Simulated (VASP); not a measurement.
# Sb (R-3m) in VASP: notebook, part 2 of 2

VASP 6.6.1.

## 3. Phonons, LDA

This run uses another cell than the first one, of 29.29 Å³/atom, 0.948 times its volume.

File POSCAR:

```
Sb
1.0
    2.1503935362      1.2415302870      3.6569845101
   -2.1503935362      1.2415302870      3.6569845101
    0.0000000000     -2.4830605740      3.6569845101
  Sb
     2
Direct
     0.2362318589637198    0.2362318589637198    0.2362318589637198
     0.7637681410362802    0.7637681410362802    0.7637681410362802
```

File INCAR.step1:

```
ALGO = Normal ; EDIFF = 1E-8
EDIFFG = -0.002 ; ENCUT = 600
GGA = CA ; IBRION = 2
ISIF = 3 ; ISMEAR = 1
KPAR = 2 ; LASPH = T
LCHARG = F ; LREAL = F
LWAVE = F ; NELM = 80
NSW = 40 ; PREC = Accurate
SIGMA = 0.2
```

File INCAR.step2:

```
ALGO = Normal ; EDIFF = 1E-8
ENCUT = 600 ; GGA = CA
IBRION = 6 ; ISIF = 2
ISMEAR = 1 ; KPAR = 2
LASPH = T ; LCHARG = F
LREAL = F ; LWAVE = F
NELM = 80 ; NFREE = 2
NSW = 1 ; POTIM = 0.015
PREC = Accurate ; SIGMA = 0.2
```

File KPOINTS:

```
k-points
0
Gamma
  19 19 19
```

Potentials or basis: VASP PAW LDA potentials, release 64 (Sb).

Command:

```console
$ cat potpaw_LDA.64/Sb/POTCAR > POTCAR
$ cp INCAR.step1 INCAR
$ mpirun -np 2 vasp_std > vasp.out
$ cp CONTCAR POSCAR
$ cp INCAR.step2 INCAR
$ mpirun -np 2 vasp_std > vasp.out
```

OUTCAR:

```text
EDIFF = 1E-8
   ENCUT = 600
   GGA = CA
   IBRION = 6
   ISIF = 2
   ISMEAR = 1
   LASPH = T
   LREAL = F
   NELM = 80
   NFREE = 2
   NSW = 1
   POTIM = 0.015
   PREC = Accurate

 ion  position               nearest neighbor table
   1  0.237  0.237  0.237-   2 2.92   2 2.92   2 2.92   2 3.26   2 3.26   2 3.26
   2  0.763  0.763  0.763-   1 2.92   1 2.92   1 2.92   1 3.26   1 3.26   1 3.26

  LATTYP: Found a trigonal (rhomboedric) cell.
 ALAT       =     4.4074744721
 COS(alpha) =     0.5236910295

  Lattice vectors:

 A1 = (   2.1508948917,   1.2418197448,   3.6410666169)
 A2 = (  -2.1508948917,   1.2418197448,   3.6410666169)
 A3 = (   0.0000000000,  -2.4836394895,   3.6410666169)

Analysis of symmetry for initial positions (statically):
=====================================================================
 Subroutine PRICEL returns:
 Original cell was already a primitive cell.

 Routine SETGRP: Setting up the symmetry group for a
 trigonal (rhombohedral) supercell.

 Subroutine GETGRP returns: Found 12 space group operations
 (whereof 12 operations were pure point group operations)
 out of a pool of 12 trial point group operations.

The static configuration has the point symmetry D_3d.

Analysis of symmetry for dynamics (positions and initial velocities):
=====================================================================
 Subroutine PRICEL returns:
 Original cell was already a primitive cell.

 Routine SETGRP: Setting up the symmetry group for a
 trigonal (rhombohedral) supercell.

 Subroutine GETGRP returns: Found 12 space group operations
 (whereof 12 operations were pure point group operations)
 out of a pool of 12 trial point group operations.

[... 320 lines left out ...]
      7      10.3822     -0.00000
      8      10.3822     -0.00000
      9      12.4481      0.00000
[... 265 lines left out ...]
 k-point    24 :      -0.2632    0.0526    0.0000
  band No.  band energies     occupation
      1      -4.4669      2.00000
      2       0.0659      2.00000
      3       5.1662      2.00000
      4       6.0509      2.00000
      5       6.7285      2.00000
      6       8.2408     -0.00000
      7       8.3392     -0.00000
      8       9.5774     -0.00000
      9      12.5143      0.00000

 [... further k-points ...]

------------------------ aborting loop because EDIFF is reached ----------------------------------------

  FORCE on cell =-STRESS in cart. coord.  units (eV):
  Direction    XX          YY          ZZ          XY          YZ          ZX
  --------------------------------------------------------------------------------------
  -------------------------------------------------------------------------------------
  Total        0.0530448      0.0530448      0.0902663      0.0000000      0.0000000      0.0000000
  in kB        1.4564518      1.4564518      2.4784419      0.0000000      0.0000000      0.0000000
  external PRESSURE =       1.7971152 kB  Pullay stress =       0.0000000 kB
[... 17 lines left out ...]
  FREE ENERGIE OF THE ION-ELECTRON SYSTEM (eV)
  ---------------------------------------------------
  free  energy   TOTEN  =        -9.6250806700 eV

  energy  without entropy=       -9.6273388010  energy(sigma->0) =       -9.62583338

 INTERNAL STRAIN TENSORS FROM DISPLACED ATOMS
 ============================================

 INTERNAL STRAIN TENSOR FOR ION    1 for displacements in x,y,z  (eV/Angst):
          X           Y           Z          XY          YZ          ZX
  --------------------------------------------------------------------------------
  x    -0.00000     0.00000     0.00000     0.71394     0.00000    -3.45357
  y     0.71394    -0.71394    -0.00000     0.00000    -3.45357    -0.00000
  z    -3.60922    -3.60922    -6.14464     0.00000     0.00000     0.00000

 INTERNAL STRAIN TENSOR FOR ION    2 for displacements in x,y,z  (eV/Angst):
          X           Y           Z          XY          YZ          ZX
  --------------------------------------------------------------------------------
  x     0.00000    -0.00000    -0.00000    -0.71394    -0.00000     3.45357
  y    -0.71394     0.71394     0.00000     0.00000     3.45357     0.00000
  z     3.60922     3.60922     6.14464     0.00000     0.00000     0.00000

 Eigenvectors and eigenvalues of the dynamical matrix
 ----------------------------------------------------

   1 f  =    4.109320 THz    25.819620 2PiTHz  137.072167 cm-1    16.994775 meV
             X         Y         Z           dx          dy          dz
      0.000000  0.000000  2.587091    -0.000000    0.000000    0.707107
      0.000000  0.000000  8.336109     0.000000    0.000000   -0.707107
[... 16 lines left out ...]
   5 f  =    0.000000 THz     0.000000 2PiTHz    0.000000 cm-1     0.000000 meV
             X         Y         Z           dx          dy          dz
      0.000000  0.000000  2.587091    -0.000000    0.000000    0.707107
      0.000000  0.000000  8.336109     0.000000    0.000000    0.707107

   6 f/i=    0.000000 THz     0.000000 2PiTHz    0.000001 cm-1     0.000000 meV
             X         Y         Z           dx          dy          dz
      0.000000  0.000000  2.587091     0.671309    0.222137   -0.000000
      0.000000  0.000000  8.336109     0.671309    0.222137    0.000000

 ELASTIC MODULI CONTR FROM IONIC RELAXATION (kBar)
 Direction    XX          YY          ZZ          XY          YZ          ZX
 --------------------------------------------------------------------------------
 XX         -93.7747    -76.2968   -144.7721      0.0000     42.2730     -0.0000
 YY         -76.2968    -93.7747   -144.7721     -0.0000    -42.2730      0.0000
 ZZ        -144.7721   -144.7721   -246.4724     -0.0000     -0.0000      0.0000
 XY           0.0000     -0.0000     -0.0000     -8.7389     -0.0000     42.2730
 YZ          42.2730    -42.2730     -0.0000     -0.0000   -204.4880     -0.0000
 ZX          -0.0000      0.0000      0.0000     42.2730     -0.0000   -204.4880
 --------------------------------------------------------------------------------
```

OUTCAR.step1:

```text
EDIFF = 1E-8
   EDIFFG = -0.002
   ENCUT = 600
   GGA = CA
   IBRION = 2
   ISIF = 3
   ISMEAR = 1
   LASPH = T
   LREAL = F
   NELM = 80
[... 758 lines left out ...]
  -------------------------------------------------------------------------------------
  Total       -0.0023460     -0.0023460     -0.0025241      0.0000000     -0.0000000      0.0000000
  in kB       -0.0644136     -0.0644136     -0.0693052      0.0000000     -0.0000000      0.0000000
  external PRESSURE =      -0.0660441 kB  Pullay stress =       0.0000000 kB
[... 17 lines left out ...]
  FREE ENERGIE OF THE ION-ELECTRON SYSTEM (eV)
  ---------------------------------------------------
  free  energy   TOTEN  =        -9.6255561347 eV

  energy  without entropy=       -9.6279903541  energy(sigma->0) =       -9.62636754

 reached required accuracy - stopping structural energy minimisation
```

Wall time 20 min (2 MPI ranks of Intel Xeon 6975P-C (Granite Rapids), shared host); peak memory 3 GiB.

Results:

| Quantity | Value |
| --- | --- |
| Relaxed volume | 29.18 Å³/atom |
| Relaxed cell | a = 4.407 Å, b = 4.407 Å, c = 4.407 Å, α = 58.42°, β = 58.42°, γ = 58.42° |
| Space group after relaxing (to 0.05 Å) | R-3m (No. 166) |
| Highest phonon frequency at Γ | 137 cm⁻¹ |

The path:
```csv
step,energy change (eV),largest force (eV/Å),pressure (GPa),volume (Å³)
1,0.0000,0.0309,-0.05,58.58
2,-0.0001,0.0258,-0.01,58.49
3,-0.0002,0.0166,0.09,58.34
4,-0.0003,0.0016,-0.04,58.41
5,-0.0003,0.0002,-0.03,58.40
6,-0.0003,0.0004,-0.02,58.38
7,-0.0003,0.0010,-0.01,58.36
8,-0.0003,0.0012,-0.01,58.35
```

Final structure:
```
Sb
1.0
     2.15089    1.24182    3.64107
    -2.15089    1.24182    3.64107
     0.00000   -2.48364    3.64107
Sb
2
Direct
  0.23684 0.23684 0.23684
  0.76316 0.76316 0.76316
```

Phonon frequencies in cm⁻¹ (negative: imaginary):
| q point | frequencies |
| --- | --- |
| (0.000, 0.000, 0.000) | 0 0 0 85 85 137 |

The run has no spin-orbit coupling, so splittings on Sb are missing.

## 4. Phonons, PBE+D3(BJ)

This run uses another cell than the first one, of 29.77 Å³/atom, 0.963 times its volume.

File POSCAR:

```
Sb
1.0
    2.1620827598      1.2482790634      3.6767993549
   -2.1620827598      1.2482790634      3.6767993549
    0.0000000000     -2.4965581268      3.6767993549
  Sb
     2
Direct
     0.2364761918538211    0.2364761918538211    0.2364761918538211
     0.7635238081461789    0.7635238081461789    0.7635238081461789
```

File INCAR.step1:

```
ALGO     = Normal         # electronic algorithm
EDIFF    = 1E-8           # SCF threshold, eV
EDIFFG   = -0.002         # ionic threshold
ENCUT    = 600            # plane-wave cutoff, eV
GGA      = PE             # functional
IBRION   = 2              # ionic algorithm
ISIF     = 3              # what is computed and relaxed
ISMEAR   = 1              # smearing method
IVDW     = 12             # dispersion correction
KPAR     = 2            
LASPH    = True           # aspherical terms in the spheres
LCHARG   = False          # write CHGCAR
LREAL    = False          # projectors in reciprocal space
LWAVE    = False          # write WAVECAR
NELM     = 80             # most SCF steps
NSW      = 40             # ionic steps
PREC     = Accurate       # precision mode
SIGMA    = 0.2            # smearing width, eV
```

File INCAR.step2:

```
ALGO     = Normal         # electronic algorithm
EDIFF    = 1E-8           # SCF threshold, eV
ENCUT    = 600            # plane-wave cutoff, eV
GGA      = PE             # functional
IBRION   = 6              # ionic algorithm
ISIF     = 2              # what is computed and relaxed
ISMEAR   = 1              # smearing method
IVDW     = 12             # dispersion correction
KPAR     = 2            
LASPH    = True           # aspherical terms in the spheres
LCHARG   = False          # write CHGCAR
LREAL    = False          # projectors in reciprocal space
LWAVE    = False          # write WAVECAR
NELM     = 80             # most SCF steps
NFREE    = 2            
NSW      = 1              # ionic steps
POTIM    = 0.015          # step
PREC     = Accurate       # precision mode
SIGMA    = 0.2            # smearing width, eV
```

KPOINTS is that of step 3.

Potentials or basis: VASP PAW PBE potentials, release 64 (Sb).

Command:

```console
$ cat potpaw_PBE.64/Sb/POTCAR > POTCAR
$ cp INCAR.step1 INCAR
$ mpirun -np 2 vasp_std > vasp.out
$ cp CONTCAR POSCAR
$ cp INCAR.step2 INCAR
$ mpirun -np 2 vasp_std > vasp.out
```

OUTCAR:

```text
EDIFF = 1E-8
   ENCUT = 600
   GGA = PE
   IBRION = 6
   ISIF = 2
   ISMEAR = 1
   IVDW = 12
   LASPH = True
   LREAL = False
   NELM = 80
   NFREE = 2
   NSW = 1
   POTIM = 0.015
   PREC = Accurate
 IVDW          = 12

 ion  position               nearest neighbor table
   1  0.237  0.237  0.237-   2 2.94   2 2.94   2 2.94   2 3.27   2 3.27   2 3.27
   2  0.763  0.763  0.763-   1 2.94   1 2.94   1 2.94   1 3.27   1 3.27   1 3.27

  LATTYP: Found a trigonal (rhomboedric) cell.
 ALAT       =     4.4346279000
[... 699 lines left out ...]
          X           Y           Z          XY          YZ          ZX
  --------------------------------------------------------------------------------
  x     0.00000     0.00000    -0.00000    -0.76297    -0.00000     3.50754
  y    -0.76297     0.76297    -0.00000     0.00000     3.50754    -0.00000
  z     3.63226     3.63226     6.09139     0.00000     0.00000     0.00000

 Eigenvectors and eigenvalues of the dynamical matrix
 ----------------------------------------------------

   1 f  =    4.141822 THz    26.023835 2PiTHz  138.156309 cm-1    17.129191 meV
             X         Y         Z           dx          dy          dz
      0.000000  0.000000  2.605533     0.000000   -0.000000    0.707107
      0.000000  0.000000  8.389432     0.000000    0.000000   -0.707107
[... 16 lines left out ...]
   5 f  =    0.000000 THz     0.000000 2PiTHz    0.000000 cm-1     0.000000 meV
             X         Y         Z           dx          dy          dz
      0.000000  0.000000  2.605533     0.707107    0.000000    0.000000
      0.000000  0.000000  8.389432     0.707107    0.000000    0.000000

   6 f/i=    0.000000 THz     0.000000 2PiTHz    0.000000 cm-1     0.000000 meV
             X         Y         Z           dx          dy          dz
      0.000000  0.000000  2.605533     0.000000    0.204908   -0.676766
      0.000000  0.000000  8.389432     0.000000    0.204908   -0.676766

 ELASTIC MODULI CONTR FROM IONIC RELAXATION (kBar)
 Direction    XX          YY          ZZ          XY          YZ          ZX
 --------------------------------------------------------------------------------
 XX         -92.6429    -74.0422   -139.7678     -0.0000     42.7559      0.0000
 YY         -74.0422    -92.6429   -139.7678      0.0000    -42.7559     -0.0000
 ZZ        -139.7678   -139.7678   -234.3944     -0.0000      0.0000      0.0000
 XY          -0.0000      0.0000     -0.0000     -9.3003      0.0000     42.7559
 YZ          42.7559    -42.7559      0.0000      0.0000   -196.5592     -0.0000
 ZX           0.0000     -0.0000      0.0000     42.7559     -0.0000   -196.5591
 --------------------------------------------------------------------------------
```

OUTCAR.step1:

```text
EDIFF = 1E-8
   EDIFFG = -0.002
   ENCUT = 600
   GGA = PE
   IBRION = 2
   ISIF = 3
   ISMEAR = 1
   IVDW = 12
   LASPH = True
   LREAL = False
   NELM = 80
   NSW = 40
   PREC = Accurate
 IVDW          = 12
[... 691 lines left out ...]
      5       6.6678      2.00000
      6       8.1469     -0.00000
      7       8.2381     -0.00000
      8       9.4950     -0.00000
      9      12.4696      0.00000

 [... further k-points ...]

------------------------ aborting loop because EDIFF is reached ----------------------------------------

 Edisp (eV)   -0.96253

 E8    (eV) :    -0.4491
[... 25 lines left out ...]
  FREE ENERGIE OF THE ION-ELECTRON SYSTEM (eV)
  ---------------------------------------------------
  free  energy   TOTEN  =        -9.2014997883 eV

  energy  without entropy=       -9.2040853929  energy(sigma->0) =       -9.20236166

 reached required accuracy - stopping structural energy minimisation
```

Wall time 16 min (2 MPI ranks of Intel Xeon Platinum 8488C (Sapphire Rapids), shared host); peak memory 3 GiB.

Results:

```yaml
Relaxed_volume: 29.68 Å³/atom
Relaxed_cell: a = 4.435 Å, b = 4.435 Å, c = 4.435 Å, α = 58.36°, β = 58.36°, γ = 58.36°
Space_group_after_relaxing_to_0.05_Å: R-3m (No. 166)
Highest_phonon_frequency_at_Γ: 138 cm⁻¹
Dispersion_energy_per_atom: -0.481 eV
```

The path:
```tsv
step	energy change (eV)	largest force (eV/Å)	pressure (GPa)	volume (Å³)
1	0.0000	0.0294	-0.02	59.54
2	-0.0001	0.0200	-0.02	59.51
3	-0.0002	0.0043	-0.04	59.42
4	-0.0002	0.0030	0.05	59.32
5	-0.0002	0.0007	0.03	59.35
6	-0.0002	0.0008	0.01	59.36
```

Final structure:
```
Sb
1.0
     2.16225    1.24838    3.66499
    -2.16225    1.24838    3.66499
     0.00000   -2.49675    3.66499
Sb
2
Direct
  0.23698 0.23698 0.23698
  0.76302 0.76302 0.76302
```

Phonon frequencies in cm⁻¹ (negative: imaginary):
```tsv
q point	frequencies
(0.000, 0.000, 0.000)	0 0 0 87 87 138
```

The run has no spin-orbit coupling, so splittings on Sb are missing.
